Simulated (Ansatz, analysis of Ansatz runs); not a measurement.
# Reproducing a measured hyperfine coupling: N2V- centre in diamond, part 2 of 2

Subject: N2V- centre in diamond. Wanted: its hyperfine coupling, in one set-up (LDA, 64-site cell, LDA lattice, 420 eV, k: the single point 1/4 1/4 1/4 then 2x2x2 shifted 0.5 0.5 0.5). The model is a cell of 64 host atoms with 1 site emptied, N put on another atom's site and N put on another atom's site. The isotropic coupling follows from the spin density at the nucleus, the nuclear g-factor and the total spin. A local or semilocal functional is the cheapest first rung.

Ansatz 0.2.0; LDA, 64-site cell, LDA lattice, 420 eV, k: the single point 1/4 1/4 1/4 then 2x2x2 shifted 0.5 0.5 0.5.

So far: Starting point; Relaxation, charge −1.

### Step 3. Contact spin densities

The relaxed structure is kept, and the final numbers are taken at the final level and k-points.

This step: plane-wave PAW DFT, LDA; single point of a defect supercell.

point/input.yaml reads:

```yaml
crystal:
  lattice:
    - [7.0634696, 0.0, 0.0]
    - [0.0, 7.0634696, 0.0]
    - [0.0, 0.0, 7.0634696]
  atoms:
    - { symbol: C, position: [-0.000929632, -0.001033614, 0.249550609] }
    - { symbol: C, position: [-0.000932904, 0.250068266, -0.001549324] }
    - { symbol: C, position: [0.250012439, -0.000831951, -0.001359847] }
    - { symbol: "N", position: [0.239495409, 0.239828403, 0.239307655] }
    - { symbol: C, position: [0.126605506, 0.126905981, 0.36892158] }
    - { symbol: C, position: [0.126598984, 0.369437953, 0.126386979] }
    - { symbol: C, position: [0.369829916, 0.126645958, 0.126124487] }
    - { symbol: C, position: [-6.804e-06, 0.000838026, 0.748914865] }
    - { symbol: C, position: [0.00256391, 0.252638846, 0.497148543] }
    - { symbol: C, position: [0.251177642, 0.00276937, 0.497449395] }
    - { symbol: C, position: [0.251033655, 0.25242862, 0.746869259] }
    - { symbol: C, position: [0.125275441, 0.12617936, 0.873115005] }
    - { symbol: C, position: [0.125946482, 0.381031186, 0.623649669] }
    - { symbol: C, position: [0.376913514, 0.129532118, 0.620562151] }
    - { symbol: C, position: [0.375240729, 0.375383435, 0.874780777] }
    - { symbol: C, position: [0.002559319, 0.497668082, 0.252119618] }
    - { symbol: C, position: [-1.4482e-05, 0.749438933, 0.000307746] }
    - { symbol: C, position: [0.251160185, 0.497971898, 0.002243147] }
    - { symbol: C, position: [0.25104084, 0.747394718, 0.251898986] }
    - { symbol: C, position: [0.125951914, 0.624178864, 0.380485222] }
    - { symbol: C, position: [0.125269068, 0.873631847, 0.125661181] }
    - { symbol: C, position: [0.376902336, 0.621085734, 0.129009568] }
    - { symbol: C, position: [0.375245835, 0.875313577, 0.374854622] }
    - { symbol: C, position: [-0.00131391, 0.500141548, 0.751006284] }
    - { symbol: C, position: [-0.001302381, 0.751533823, 0.499612566] }
    - { symbol: "N", position: [0.238419739, 0.511477686, 0.510942307] }
    - { symbol: C, position: [0.250046298, 0.751535364, 0.751003441] }
    - { symbol: C, position: [0.125257131, 0.624503542, 0.876620348] }
    - { symbol: C, position: [0.125264476, 0.877148108, 0.623969516] }
    - { symbol: C, position: [0.369829453, 0.624373611, 0.623837986] }
    - { symbol: C, position: [0.374883622, 0.875554241, 0.875019564] }
    - { symbol: C, position: [0.498325229, 0.001928539, 0.250619151] }
[... 23 lines left out ...]
    - { symbol: C, position: [0.498092697, 0.498906173, 0.747499839] }
    - { symbol: C, position: [0.498095588, 0.748027302, 0.498372983] }
    - { symbol: C, position: [0.749416426, 0.500102928, 0.499571014] }
    - { symbol: C, position: [0.748988331, 0.749948973, 0.749429545] }
    - { symbol: C, position: [0.624036209, 0.624968363, 0.874229939] }
    - { symbol: C, position: [0.62404636, 0.874756903, 0.624441973] }
    - { symbol: C, position: [0.874304393, 0.625554861, 0.625030756] }
    - { symbol: C, position: [0.874767883, 0.875306958, 0.874781325] }
total_charge: -1
basis:
  ecutwfc: 420
  xc_grid: 2
hamiltonian:
  xc: lda
kpoints:
  mp_grid: { grid: [2, 2, 2], shift: [0.5, 0.5, 0.5] }
magnetization:
  spin_polarized: true
  initial_magnetization: 1
  spin_locking: { lock_magnetization: hard }
scf:
  occupations: { method: fermi_dirac, width: 0.01 }
  max_iter: 120
output:
  forces: true
  efg: {}
  eigenvalues: true
```

The run is started by

```console
$ ansatz run input.yaml --threads 2 --pin off --max-ram 3768MiB --backend cpu --events-out ev --progress --plain --runs-dir out
```

Numbers of over 12 decimals in the logs are rounded to 6 here.

Log:

```text
[...]
Warning: at least one further symmetry operation maps every atom of the structure, as the run holds it, onto an atom to within 2.08e-5 (fractional), and is not used: no operation is sought that the atoms, as the run holds them, miss by more than 2.00e-5, [...]
[...]
Crystal: 63 atoms, lattice volume = 352.415 Å³
Basis set: ecut = 420 eV, 6931 PW (Γ), exchange–correlation on 96×96×96 points (8 copies of the dense FFT grid, shifted against one another)
Bands: 191, of which v1, the nominal top of the filled ones, is band 128 counted from 1 (127 counted from 0)
Symmetry: 1 space group operations
[...]
k-points: 4 of 8 (time reversal used)
[...]
Starting moments: Σ|m| = 1 μB on 63 of 63 sites
[...]
atom  13  C  V_zz =    +1.647448   η = 0.1042   by run symmetry: allowed
[...]
atom  16  C  V_zz =    -0.397686   η = 0.3268   by run symmetry: allowed
[...]
atom  20  C  V_zz =    +1.647607   η = 0.1045   by run symmetry: allowed
[...]
atom  26  N  V_zz =   -13.980212   η = 0.0028   by run symmetry: allowed
[...]
atom  41  C  V_zz =    -3.220291   η = 0.0831   by run symmetry: allowed
[...]
atom  48  C  V_zz =    -3.220877   η = 0.0833   by run symmetry: allowed
[...]
--- Band table (eV; the first three rows and the last of 8) ---
[...]
[... further k-points left out ...]
[key lines of the parts left out:]
SCF converged after 9 iterations
Magnetization: 1.0000 μB (128.0000 up, 127.0000 down)
Free energy (F): -15550.080896 eV
Fermi energy:    15.789541 (↑ 16.854009, ↓ 15.408999) eV
```

Wall time 70 s (2 threads of Arm Neoverse V1, shared host); peak memory 1.1 GiB; 2.3 min of CPU time.

Read from the output:

- free energy: -15550.0809 eV
- total moment: 1 μB
- integral of the absolute spin density: 1.093 μB
- spin contamination: 0.002654

The largest moments in the atoms' spheres: C41 0.18, C48 0.18, C40 0.02, C49 0.02, C50 0.01, C42 0.01 μB.

Contact couplings A = (2/3) μ0 ge μB gN μN ρs / (2S h), for each element's most abundant magnetic isotope:

```tsv
atom	isotope	distance from the centre (Å)	contact spin density (e/Å³)	A (MHz)
C48	13C	1.61	0.978	162.9
C41	13C	1.61	0.978	162.8
C40	13C	3.84	0.149	24.8
C49	13C	3.85	0.149	24.8
C51	13C	3.86	0.108	18.0
C43	13C	3.85	0.108	18.0
C42	13C	3.85	0.108	18.0
C50	13C	3.86	0.108	18.0
C31	13C	4.99	0.0639	10.7
C36	13C	2.49	-0.0586	-9.8
```

The largest force, 0.18 eV/Å, shows that the atoms would still move at this level, mesh and basis.

### Step 4. Results

| Item | Value |
| --- | --- |
| 15N, isotropic | 2.7 MHz |
| 13C, the two neighbours of the vacancy, isotropic | 162.9 MHz |
| integral of the absolute spin density | 1.09 μB |
| time of the whole chain | 2.2 min on 2 threads |

What this shows: 15N, isotropic: computed 2.7 MHz, measured 4.02 MHz; 1.3 MHz (33 %) below the measurement. 13C, the two neighbours of the vacancy, isotropic: computed 162.9 MHz, measured 240.7 MHz; 77.8 MHz (32 %) below the measurement. Only the isotropic (Fermi contact) part is computed, with core polarisation; no vibrational averaging. Limits: the periodic copies of the defect are only 7.1 Å apart.

[Logs are printed without paths, hosts, clocks, repeated set-up lines and the standing remarks that a program may print on its own settings, such as how far it seeks lower states.]

[Hosts, paths, dates, database ids (printed as entryN), source tags and the programs' standing remarks are cut or masked in the printed files.]

[For some hosts the program warned that the k-mesh of the response run may be too coarse for force constants and the static dielectric constant; such warnings are not shown here.]
